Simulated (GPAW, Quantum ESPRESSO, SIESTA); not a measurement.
## Running wurtzite SiC, size series (300 atoms) with SIESTA

How do the settings of SIESTA change the result for wurtzite SiC, size series (300 atoms)? A plane-wave run serves as the yardstick.

Program: SIESTA 5.4.2. Level of theory: the method is named at each step. Results are calculated unless marked as measured.

### 1. Set-up

The cell holds 300 atoms: 150 Si and 150 C. Cell: a = 15.380 Å, b = 15.380 Å, c = 15.144 Å, α = 90.0°, β = 90.0°, γ = 120.0°. It derives from SiC (wurtzite), repeated 5×5×3. Wurtzite SiC (a = 3.076 Å, c = 5.048 Å), 5 x 5 x 3 conventional cells; every coordinate displaced by a Gaussian of 0.08 Å. Then every atom was moved at random, 0.03 Å r.m.s. a Cartesian component.

The yardstick, on the same geometry:

| Item | Value |
| --- | --- |
| method | Kohn-Sham DFT, PBE, SSSP efficiency 1.3.0 pseudopotentials, plane waves (Quantum ESPRESSO 7.5); sssp-pbe-1.3.0-efficiency, cutoffs 45/360 Ry, Γ point |
| r.m.s. force component | 2.92 eV/Å |
| longest force | 22.06 eV/Å |
| pressure | 11.13 GPa |
| gap (highest filled to lowest empty level) | 1.622 eV |
| time | 1.6 h on 1 thread of Arm Neoverse V1, shared host |
| CPU time | 1.6 h |

### 2. PBE, SZ, shift 0.01 Ry, mesh 300 Ry

Method: Kohn-Sham DFT, PBE, PseudoDojo 0.4.1 norm-conserving pseudopotentials (converted to PSML), numerical atomic orbitals (SZ), diagonalisation.

The .psml files are PseudoDojo norm-conserving potentials that we converted to this format, checked against plane waves on the same files for H, C, O, Si, Ge and Ca alone.

The input, input.fdf:

```
SystemLabel cell
NumberOfAtoms 300
NumberOfSpecies 2
%block ChemicalSpeciesLabel
  1 14 Si
  2 6 C
%endblock ChemicalSpeciesLabel
LatticeConstant 1.0 Ang
%block LatticeVectors
  15.38000 0.00000 0.00000
  -7.69000 13.31947 0.00000
  0.00000 0.00000 15.14400
%endblock LatticeVectors
PAO.BasisSize SZ
PAO.EnergyShift 0.01 Ry
XC.Functional GGA
XC.Authors PBE
MeshCutoff 300 Ry
%block kgrid_Monkhorst_Pack
  1 0 0 0.0
  0 1 0 0.0
  0 0 1 0.0
%endblock kgrid_Monkhorst_Pack
SolutionMethod diagon
OccupationFunction FD
ElectronicTemperature 580 K
SCF.Mixer.Method Pulay
SCF.Mixer.Weight 0.15
SCF.Mixer.History 8
SCF.Mix Hamiltonian
MaxSCFIterations 300
SCF.DM.Tolerance 1e-04
SCF.H.Tolerance 1.0e-3 eV
WriteForces T
Write.HirshfeldPop T
Write.VoronoiPop T
Write.DM F
Write.H F
XML.Write F
AtomicCoordinatesFormat Fractional
%block AtomicCoordinatesAndAtomicSpecies
  0.01133 0.00117 0.00214 1
  0.06208 0.13955 0.04288 2
  0.06272 0.13756 0.16611 1
  0.00232 0.00586 0.20296 2
  0.00650 0.00812 0.33199 1
  0.07557 0.13927 0.37203 2
  0.07652 0.14872 0.50308 1
  0.00258 0.00469 0.54062 2
  0.01300 0.00432 0.67205 1
  0.07182 0.12085 0.70958 2
  0.06666 0.12909 0.83526 1
  0.99454 0.99525 0.88027 2
  0.00150 0.20690 0.00422 1
  0.05842 0.33122 0.03735 2
  0.06126 0.33188 0.17536 1
  0.00267 0.20612 0.21482 2
  0.99430 0.21125 0.33308 1
  0.04587 0.31939 0.37368 2
  0.06529 0.33388 0.51143 1
  0.99798 0.20017 0.53693 2
  0.00264 0.20863 0.66024 1
  0.05950 0.31335 0.71579 2
  0.06169 0.33120 0.82637 1
  0.99590 0.20361 0.87837 2
  0.00093 0.40242 0.99278 1
  0.07368 0.52373 0.04389 2
  0.05558 0.52825 0.17390 1
  0.00300 0.40964 0.21570 2
  0.98667 0.39542 0.33353 1
  0.07158 0.54067 0.38946 2
  0.07431 0.54494 0.51239 1
  0.01073 0.40959 0.54456 2
  0.99375 0.41051 0.67067 1
  0.05833 0.53044 0.71691 2
  0.05794 0.53144 0.84535 1
  0.99967 0.40181 0.86944 2
  0.99255 0.59799 0.99351 1
  0.06401 0.73669 0.04211 2
  0.06365 0.73000 0.17261 1
  0.99240 0.60184 0.20187 2
  0.00431 0.60303 0.32860 1
  0.07372 0.74639 0.37171 2
  0.07221 0.74031 0.50055 1
  0.99509 0.59959 0.55049 2
  0.01098 0.59894 0.66512 1
  0.07322 0.72133 0.71294 2
  0.08120 0.74443 0.83626 1
  0.99861 0.58953 0.88172 2
  0.99954 0.79854 0.99437 1
  0.06328 0.92230 0.03843 2
  0.06442 0.93063 0.17084 1
  0.00157 0.80002 0.20475 2
  0.99877 0.81633 0.33591 1
  0.07789 0.93831 0.38327 2
  0.05928 0.92651 0.50381 1
  0.00272 0.79908 0.53987 2
[... 240 atom lines left out ...]
  0.80120 0.79566 0.66483 1
  0.86486 0.93591 0.71361 2
  0.86681 0.93222 0.83218 1
  0.79154 0.79826 0.88181 2
%endblock AtomicCoordinatesAndAtomicSpecies
```

The run is started by

```console
$ OMP_NUM_THREADS=1 mpirun -np 2 siesta < input.fdf > output.txt
```

Output:

```text
Version         : 5.4.2
reinit: System Name:
reinit: System Label: cell
initatom: Reading input for the pseudopotentials and atomic orbitals ----------
Species number:   1 Atomic number:   14 Label: Si
Species number:   2 Atomic number:    6 Label: C
Ground state valence configuration (from tables):   3s02  3p02  3d00  4f00
Ground state valence configuration (from tables):   2s02  2p02  3d00  4f00
---- Processing specs for species: Si
GGA--PBE XC_GGA_X_PBE--XC_GGA_C_PBE pb
---- Processing specs for species: C
GGA--PBE XC_GGA_X_PBE--XC_GGA_C_PBE pb
C pseudopotential only contains V_ls up to l=1 -- lmxkb reset.
Using PAO.SplitTailNorm
%block ChemicalSpeciesLabel
    1   14 Si                      # Species index, atomic number, species label
    2    6 C                       # Species index, atomic number, species label
%endblock ChemicalSpeciesLabel
%block PAO.Basis                 # Define Basis set
Si                    2                    # Species label, number of l-shells
 n=3   0   1                         # n, l, Nzeta
   5.392
   1.000
 n=3   1   1                         # n, l, Nzeta
   6.844
   1.000
C                     2                    # Species label, number of l-shells
 n=2   0   1                         # n, l, Nzeta
   4.484
   1.000
 n=2   1   1                         # n, l, Nzeta
   5.436
   1.000
%endblock PAO.Basis
coor:   Atomic-coordinates input format  =     Fractional
siesta: System type = bulk
initatomlists: Number of atoms, orbitals, and projectors:    300  1200  3900
siesta: ******************** Simulation parameters ****************************
Total number of electrons:  1200.000000
Total ionic charge:  1200.000000
 Kpoints in:            1 . Kpoints trimmed:            1
siesta: k-grid: Number of k-points = 1
siesta: k-points from Monkhorst-Pack grid
siesta: k-cutoff (effective) =     7.572 Ang
siesta: k-point supercell and displacements
siesta: k-grid:     1     0     0      0.000
siesta: k-grid:     0     1     0      0.000
siesta: k-grid:     0     0     1      0.000
                     ====================================
                        Single-point calculation
                     ====================================
outcell: Unit cell vectors (Ang):
       15.380000    0.000000    0.000000
       -7.690000   13.319470    0.000000
        0.000000    0.000000   15.144000
outcell: Cell vector modules (Ang)   :   15.380000   15.379999   15.144000
outcell: Cell angles (23,13,12) (deg):     90.0000     90.0000    120.0000
outcell: Cell volume (Ang**3)        :   3102.3006
new_DM -- step:     1
Initializing Density Matrix...
Attempting to read DM from file... Failed...
DM filled with atomic data:
InitMesh: MESH = 144 x 144 x 160 = 3317760
InitMesh: Mesh cutoff (required, used) =   300.000   308.504 Ry
stepf: Fermi-Dirac step function
        iscf     Eharris(eV)        E_KS(eV)     FreeEng(eV)     dDmax    Ef(eV) dHmax(eV)
   scf:    1   -39558.322396   -41174.320347   -41174.320347  1.581270 -4.890250  8.577817
   scf:    2   -41474.941467   -41335.372542   -41335.372542  0.163153 -4.452353  4.360295
   scf:    3   -41508.026397   -41440.895059   -41440.895059  0.194458 -3.376627  2.106566
   scf:    4   -41452.978965   -41449.098985   -41449.098985  0.075776 -3.276964  1.037112
   scf:    5   -41449.294771   -41449.566550   -41449.566550  0.042243 -3.213391  0.505169
   scf:    6   -41449.796382   -41449.724618   -41449.724618  0.012892 -3.224143  0.063187
   scf:    7   -41449.735630   -41449.733011   -41449.733011  0.004472 -3.233987  0.105825
   scf:    8   -41449.729760   -41449.735238   -41449.735238  0.004041 -3.228711  0.070267
   scf:    9   -41449.738527   -41449.737630   -41449.737630  0.002126 -3.231914  0.006009
   scf:   10   -41449.737848   -41449.737755   -41449.737755  0.000355 -3.231951  0.002845
   scf:   11   -41449.737768   -41449.737764   -41449.737764  0.000101 -3.232101  0.001862
   scf:   12   -41449.737768   -41449.737767   -41449.737767  0.000046 -3.232080  0.000447
SCF Convergence by DM+H criterion
max |DM_out - DM_in|         :     0.0000458953
max |H_out - H_in|      (eV) :     0.0004474318
SCF cycle converged after 12 iterations
Using DM_out to compute the final energy and forces
siesta: E_KS(eV) =           -41449.7378
siesta: E_KS - E_eggbox =    -41449.7378
siesta: Atomic forces (eV/Ang):
     1   -4.087285    0.232602    0.827173
     2    4.148745   -0.846227   -0.384861
     3    0.642204   -1.156544    0.425166
     4    1.602047   -0.116820    2.608289
     5   -0.335114   -1.286930    1.530499
     6   -4.375736    0.724186    2.301749
     7   -0.419473   -5.604239   -2.713615
     8   -0.308583    0.313933    1.643769
     9  -10.030276   -1.557288   -6.604689
    10   -3.720148    7.799804    2.676759
    11   -1.904609    1.766675    0.572197
    12    2.050144    1.104446   -1.430984
[...]
296    1.065229    3.084585   -2.080533
   297   -1.465449    1.398453    1.865194
   298    2.113303   -0.713036   -4.043472
   299   -1.432605    0.540171    2.564713
   300    3.159982    3.408305   -3.624197
----------------------------------------
   Tot    0.031942    0.024941   -0.001451
----------------------------------------
   Max   27.110648
   Res    3.827194    sqrt( Sum f_i^2 / 3N )
----------------------------------------
   Max   27.110648    constrained
Stress tensor Voigt[x,y,z,yz,xz,xy] (kbar):     -333.05     -387.26     -364.19       -4.79       10.37       -7.07
(Free)E + p*V (eV/cell)   -40749.7688
Target enthalpy (eV/cell)   -41449.7378
siesta: Program's energy decomposition (eV):
siesta: Ebs     =    -14095.362226
siesta: Eions   =     71413.705912
siesta: Ena     =     20116.913010
siesta: Ekin    =     24076.835062
siesta: Enl     =      1590.450033
siesta: DEna    =      -550.020961
siesta: DUscf   =       125.993980
siesta: Ex      =    -13796.708033
siesta: Ec      =     -1599.494944
siesta: Exc     =    -15396.202977
siesta: Eharris =    -41449.737768
siesta: Etot    =    -41449.737767
siesta: FreeEng =    -41449.737767
siesta: Final energy (eV):
siesta:  Band Struct. =  -14095.362226
siesta:       Kinetic =   24076.835062
siesta:       Hartree =    4854.477605
siesta:         Exch. =  -13796.708033
siesta:         Corr. =   -1599.494944
siesta:   Exch.-corr. =  -15396.202977
siesta:  Ion-electron =  -31263.782255
siesta:       Ion-ion =  -23721.065201
siesta:         Total =  -41449.737767
siesta:         Fermi =      -3.232080
siesta: Stress tensor (static) (eV/Ang**3):
siesta:    -0.207872   -0.004412    0.006475
siesta:    -0.004412   -0.241706   -0.002988
siesta:     0.006475   -0.002988   -0.227309
siesta: Cell volume =       3102.300626 Ang**3
siesta: Pressure (static):
siesta:                Solid            Molecule  Units
siesta:           0.00245741          0.00131641  Ry/Bohr**3
siesta:           0.22562900          0.12086694  eV/Ang**3
siesta:         361.49750634        193.65018833  kBar
    Orbital volume contribution        =          84.630558 eV
    (Free)E + p_basis*V_orbitals       =      -41365.107208 eV
    (Free)Eharris+ p_basis*V_orbitals  =      -41365.107210 eV
Hirshfeld Atomic Populations:
Atom #   charge [q] valence [e]  Species
     1     0.243913    3.756087  Si
     2    -0.260032    4.260032  C
     3     0.271765    3.728235  Si
     4    -0.250322    4.250322  C
     5     0.266954    3.733046  Si
     6    -0.276190    4.276190  C
     7     0.255562    3.744438  Si
     8    -0.259350    4.259350  C
     9     0.241101    3.758899  Si
    10    -0.276337    4.276337  C
    11     0.253799    3.746201  Si
    12    -0.252916    4.252916  C
    13     0.255101    3.744899  Si
    14    -0.263128    4.263128  C
    15     0.273888    3.726112  Si
    16    -0.258172    4.258172  C
    17     0.242510    3.757490  Si
    18    -0.281408    4.281408  C
    19     0.263911    3.736089  Si
    20    -0.241016    4.241016  C
    21     0.272973    3.727027  Si
    22    -0.270217    4.270217  C
    23     0.275273    3.724727  Si
    24    -0.262319    4.262319  C
[...]
--------------------
 Total    -0.000013
Voronoi Atomic Populations:
Atom #   charge [q] valence [e]  Species
[...]
291     0.345117    3.654883  Si
   292    -0.401075    4.401075  C
   293     0.368845    3.631155  Si
   294    -0.376319    4.376319  C
   295     0.350868    3.649132  Si
   296    -0.365731    4.365731  C
   297     0.341538    3.658462  Si
   298    -0.398319    4.398319  C
   299     0.398454    3.601546  Si
   300    -0.369217    4.369217  C
--------------------
 Total    -0.000012
```

It took 2 min on 2 MPI ranks of Arm Neoverse V1, shared host; peak memory 1.7 GiB; 4 min of CPU time.

Banners, paths, timers and routine set-up lines are dropped from the logs unmarked, and long logs keep their key lines alone; longer cuts are marked.

Numbers from this run, and their distance from the reference:

- r.m.s. force component: 3.827 eV/Å
- r.m.s. difference of force components: 983.9 meV/Å
- longest difference of force vectors: 5107 meV/Å
- force difference over r.m.s. force: 33.69 %
- slope of forces against the reference's: 1.302
- correlation of force components: 0.9935
- gap (highest filled to lowest empty level): 2.879 eV
- gap difference: 1.257 eV
- pressure: 36.15 GPa
- pressure difference: 25.02 GPa

This is a coarse setting, run to see what it loses.

Length of the force difference by element (eV/Å):

| element | atoms | mean | most |
| --- | --- | --- | --- |
| C | 150 | 1.3 | 3.8 |
| Si | 150 | 1.8 | 5.1 |

Levels nearest the highest filled one (eV from it): -0.83, -0.79, -0.71, -0.67, -0.65, -0.59, -0.52, -0.48, -0.34, -0.15, -0.11, 0.00, 2.88, 2.89, 3.15, 3.29, 3.34, 3.42, 3.47, 3.53, 3.56, 3.60, 3.62, 3.64.

A closer look about C198, picked at random: 9 atoms, nearest first, numbered in the order of the input, with positions taken from that point.

| atom | x | y | z | distance (Å) | bonds | Hirshfeld charge (e) | Fx | Fy | Fz (eV/Å) |
| --- | --- | --- | --- | --- | --- | --- | --- | --- | --- |
| C198 | 0.00 | 0.00 | 0.00 | 0.00 | 4 | -0.27 | -5.03 | -1.73 | 0.55 |
| Si269 | 1.51 | 0.86 | -0.43 | 1.79 | 4 | 0.24 | -4.74 | 4.13 | -3.76 |
| Si199 | -0.10 | 0.03 | 1.93 | 1.93 | 4 | 0.26 | -1.56 | 0.97 | 0.30 |
| Si197 | -0.17 | -1.97 | -0.59 | 2.07 | 4 | 0.25 | 1.37 | 6.55 | 1.35 |
| Si209 | -1.80 | 0.93 | -0.55 | 2.10 | 4 | 0.27 | 6.28 | 0.40 | 0.41 |
| C258 | 2.82 | -0.10 | 0.14 | 2.83 | 4 | -0.25 | 3.56 | -0.30 | -0.76 |
| C268 | 1.52 | 1.00 | -2.33 | 2.96 | 4 | -0.26 | -1.50 | -2.79 | -1.74 |
| C186 | 1.41 | -2.60 | 0.12 | 2.96 | 4 | -0.26 | -0.89 | -1.29 | 0.43 |
| C270 | 1.32 | 2.70 | 0.16 | 3.00 | 4 | -0.26 | 3.48 | -0.37 | -1.04 |

Forces lie 34 % from the reference's, at 0.043 times its CPU time (on 2 against 1 cores).

### 3. PBE, SZ, shift 0.02 Ry, mesh 300 Ry

Method: Kohn-Sham DFT, PBE, PseudoDojo 0.4.1 norm-conserving pseudopotentials (converted to PSML), numerical atomic orbitals (SZ), diagonalisation.

Edit input.fdf of step 2 so:

```diff
@@ -14,3 +14,3 @@
 PAO.BasisSize SZ
-PAO.EnergyShift 0.01 Ry
+PAO.EnergyShift 0.02 Ry
 XC.Functional GGA
```

Output:

```text
Version         : 5.4.2
reinit: System Name:
reinit: System Label: cell
initatom: Reading input for the pseudopotentials and atomic orbitals ----------
Species number:   1 Atomic number:   14 Label: Si
Species number:   2 Atomic number:    6 Label: C
Ground state valence configuration (from tables):   3s02  3p02  3d00  4f00
Ground state valence configuration (from tables):   2s02  2p02  3d00  4f00
---- Processing specs for species: Si
GGA--PBE XC_GGA_X_PBE--XC_GGA_C_PBE pb
---- Processing specs for species: C
GGA--PBE XC_GGA_X_PBE--XC_GGA_C_PBE pb
[... lines left out ...]
stepf: Fermi-Dirac step function
        iscf     Eharris(eV)        E_KS(eV)     FreeEng(eV)     dDmax    Ef(eV) dHmax(eV)
[... lines left out ...]
SCF Convergence by DM+H criterion
[... lines left out ...]
SCF cycle converged after 12 iterations
[... lines left out ...]
   Max   27.458531
[... lines left out ...]
   Max   27.458531    constrained
Stress tensor Voigt[x,y,z,yz,xz,xy] (kbar):     -309.75     -365.62     -336.60       -4.82       10.63       -7.28
[... lines left out ...]
siesta: FreeEng =    -41463.583086
[... lines left out ...]
siesta:   Exch.-corr. =  -15397.473370
siesta:  Ion-electron =  -30007.776915
siesta:       Ion-ion =  -24933.413332
siesta:         Total =  -41463.583086
siesta:         Fermi =      -2.257503
siesta: Stress tensor (static) (eV/Ang**3):
siesta:    -0.193331   -0.004546    0.006633
siesta:    -0.004546   -0.228200   -0.003007
siesta:     0.006633   -0.003007   -0.210088
siesta: Cell volume =       3102.300626 Ang**3
siesta: Pressure (static):
siesta:                Solid            Molecule  Units
siesta:           0.00229307          0.00114511  Ry/Bohr**3
siesta:           0.21053975          0.10513893  eV/Ang**3
siesta:         337.32186203        168.45113979  kBar
    Orbital volume contribution        =          63.037100 eV
    (Free)E + p_basis*V_orbitals       =      -41400.545986 eV
    (Free)Eharris+ p_basis*V_orbitals  =      -41400.545988 eV
Hirshfeld Atomic Populations:
Atom #   charge [q] valence [e]  Species
     1     0.220806    3.779194  Si
     2    -0.239236    4.239236  C
     3     0.249363    3.750637  Si
     4    -0.224474    4.224474  C
     5     0.244094    3.755906  Si
     6    -0.255101    4.255101  C
[...]
--------------------
 Total    -0.000021
Voronoi Atomic Populations:
Atom #   charge [q] valence [e]  Species
[...]
297     0.325783    3.674217  Si
   298    -0.394606    4.394606  C
   299     0.384179    3.615821  Si
   300    -0.337894    4.337894  C
--------------------
 Total    -0.000020
```

Run time: 88 s. Hardware: 2 MPI ranks; peak memory 1.4 GiB; 2.9 min of CPU time.

Against the reference:

```
r.m.s. force component                           : 3.876 eV/Å
r.m.s. difference of force components            : 1030 meV/Å
longest difference of force vectors              : 5447 meV/Å
force difference over r.m.s. force               : 35.26 %
slope of forces against the reference's          : 1.319
correlation of force components                  : 0.9936
gap (highest filled to lowest empty level) : 2.814 eV
gap difference                                   : 1.192 eV
pressure                                         : 33.73 GPa
pressure difference                              : 22.6 GPa
```

This is a coarse setting, run to see what it loses.

Against the first run (34 %), the force difference from the reference is 35 %, at 0.73 times the CPU time.

### 4. The ladder

Differences are against the plane-wave reference, forces as r.m.s. over components; share is that over the reference's r.m.s. force, slope the least-squares factor from reference forces to these. Total energies of different programs have different zeros and aren't compared.

| run | Δ force, r.m.s. (meV/Å) | share (%) | slope | Δ pressure (GPa) | Δ gap (eV) | cores | CPU time | memory (GiB) |
| --- | --- | --- | --- | --- | --- | --- | --- | --- |
| reference | - | - | - | - | - | 1 | 1.6 h | 16 |
| SIESTA PBE, SZ, shift 0.01 Ry, mesh 300 Ry (coarse) | 984 | 33.7 | 1.302 | 25.0 | 1.26 | 2 | 4 min | 1.7 |
| SIESTA PBE, SZ, shift 0.02 Ry, mesh 300 Ry (coarse) | 1030 | 35.3 | 1.319 | 22.6 | 1.19 | 2 | 2.9 min | 1.4 |

Rows marked coarse were listed beforehand as settings not expected to be converged; some can still land near the reference.

CPU time is summed over cores on a shared host, where runs went side by side, so it is rough. Symmetry, cutoffs, thresholds, outputs and thread counts weren't matched or tuned between programs; memory under MPI is the largest rank's times the ranks.

Further runs of this program without a result: SIESTA PBE, SZ, shift 0.02 Ry, mesh 300 Ry, order-N, radius 6.5 Å, eta -2.26 eV (cut off at its time limit).

### 5. Summary of results

```
nearest in forces : SIESTA PBE, SZ, shift 0.01 Ry, mesh 300 Ry (coarse), 34 %
its CPU time      : 4 min
```

**Reading.** Runs with settings chosen to be coarse differ by 34 % (SIESTA PBE, SZ, shift 0.01 Ry, mesh 300 Ry) to 35 % (SIESTA PBE, SZ, shift 0.02 Ry, mesh 300 Ry), their programs' other errors included. Of the electronic-structure runs that take under half the reference's CPU time, SIESTA PBE, SZ, shift 0.01 Ry, mesh 300 Ry comes nearest, at 34 % in 4 min against 1.6 h; its pressure misses by +25.0 GPa. SIESTA PBE, SZ, shift 0.02 Ry, mesh 300 Ry stiffens the forces by a factor of 1.32 while following their directions (correlation 0.994); the slopes of the 2 SIESTA runs lie between 1.30 and 1.32. At the same functional, gaps differ from the reference's 1.62 eV by between +1.19 and +1.26 eV. A likely cause of the wide gaps: compact atomic orbitals describe empty levels worse than filled ones. These are spacings on the run's k-points, which needn't hold the band edges. In pressure, SIESTA PBE, SZ, shift 0.01 Ry, mesh 300 Ry misses by +25.0 GPa, at the same functional. The reference's pressure holds the uncorrected Pulay stress of its 45 Ry basis, so small pressure differences, and their order, may be the reference's own error. The reference's stress is far from hydrostatic: its diagonal is 9.5, 13.1, 10.8 GPa, compression counted positive. The reference's pressure of 11 GPa belongs to a cell and atoms that aren't relaxed at this level. The electronic-structure runs sample only Γ, in a cell whose shortest periodic width is 13 Å.

[Also dropped from logs without a mark: logging warnings of Python, and SIESTA's first energy breakdown and zero terms.]

[Logs are printed without paths, hosts, clocks, repeated set-up lines and the standing remarks that a program may print on its own settings, such as how far it seeks lower states.]

[Hosts, paths, dates, database ids (printed as entryN), source tags and the programs' standing remarks are cut or masked in the printed files.]
